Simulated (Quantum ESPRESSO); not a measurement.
Wanted: an ASE script for a Quantum ESPRESSO 7.5 run.

```yaml
Task: relaxation of cell and atoms
Functional: PBEsol
Dispersion: rVV10
Potentials_or_basis: GBRV 1.5 PBEsol
Cutoff: 612 eV
Density_cutoff: 4898 eV
k_mesh: 12 × 12 × 12
Occupations: fermi-dirac, width 0.05 eV
Spin: no spin polarisation
ASE_optimiser: BFGS
rVV10_parameter_b: 6.3
Mixing_beta: 0.5
Most_SCF_iterations: 120
SCF_threshold: 2e-10 Ry
```

The structure of Pt lies in Pt.cif:

```cif
data_Pt
_cell_length_a 2.77313137
_cell_length_b 2.77313137
_cell_length_c 2.77313137
_cell_angle_alpha 60.00000000
_cell_angle_beta 60.00000000
_cell_angle_gamma 60.00000000
_space_group_name_H-M_alt 'P1'
_space_group_name_Hall 'P 1'
_space_group_IT_number 1
loop_
_space_group_symop_operation_xyz
'x,y,z'
loop_
_atom_site_label
_atom_site_type_symbol
_atom_site_symmetry_multiplicity
_atom_site_Wyckoff_symbol
_atom_site_fract_x
_atom_site_fract_y
_atom_site_fract_z
_atom_site_occupancy
Pt1 Pt 1 a 0.0000000000 0.0000000000 0.0000000000 1
```

One way to write it, as run:

run.py

```python
import numpy as np
from ase.calculators.espresso import Espresso, EspressoProfile
from ase.io import read

atoms = read('Pt.cif')

input_data = {
    'control': {'calculation': 'scf', 'prefix': 'pwscf', 'outdir': './tmp', 'tprnfor': True, 'tstress': True, 'disk_io': 'low'},
    'system': {'ecutwfc': 45.0, 'ecutrho': 360.0, 'nbnd': 14, 'input_dft': 'sla+pw+psx+psc+vv10', 'occupations': 'smearing', 'smearing': 'fd', 'degauss': 0.00367493},
    'electrons': {'conv_thr': 2e-10, 'electron_maxstep': 120, 'mixing_beta': 0.5},
}
pseudopotentials = {'Pt': 'pt_pbesol_v1.4.uspp.F.UPF'}
profile = EspressoProfile(command='mpirun -n 2 pw.x -nk 2', pseudo_dir='pseudo')
dft = Espresso(profile=profile, input_data=input_data, pseudopotentials=pseudopotentials, kpts=(12, 12, 12), koffset=(0, 0, 0))
atoms.calc = dft

from ase.optimize import BFGS
from ase.filters import FrechetCellFilter
done = BFGS(FrechetCellFilter(atoms), trajectory='opt.traj').run(fmax=0.02, steps=30)
print('converged', done)
print('cell (A)', np.round(atoms.cell.cellpar(), 5))
print(f'energy {atoms.get_potential_energy():.8f} eV')
print('forces (eV/A)')
print(np.round(atoms.get_forces(), 6))
print('stress (eV/A^3, Voigt)')
print(np.round(atoms.get_stress(), 8))
print(f'Fermi level {dft.get_fermi_level():.4f} eV')
```

Potentials or basis: GBRV 1.5 PBEsol.

Run with:

```bash
$ OMP_NUM_THREADS=1 python run.py
```

Results of the run:

```json
{
 "Relaxed volume": "14.64 Å³/atom",
 "Relaxed cell": "a = 2.746 Å, b = 2.746 Å, c = 2.746 Å, α = 60.00°, β = 60.00°, γ = 60.00°",
 "Space group after relaxing (to 0.05 Å)": "Fm-3m (No. 225)",
 "Energy gained by relaxing": "11.0 meV/atom",
 "Ionic steps": "3",
 "Pressure after relaxing": "-0.1 GPa",
 "Band gap on the k mesh": "none (metal or under the smearing width)"
}
```

Caveat: rVV10's parameter b was fitted to another functional.

Run time: 16 s on 2 MPI ranks on AMD EPYC 9R45 96-Core Processor (Zen 5), with other jobs on the host, peak memory 0.18 GiB a rank.
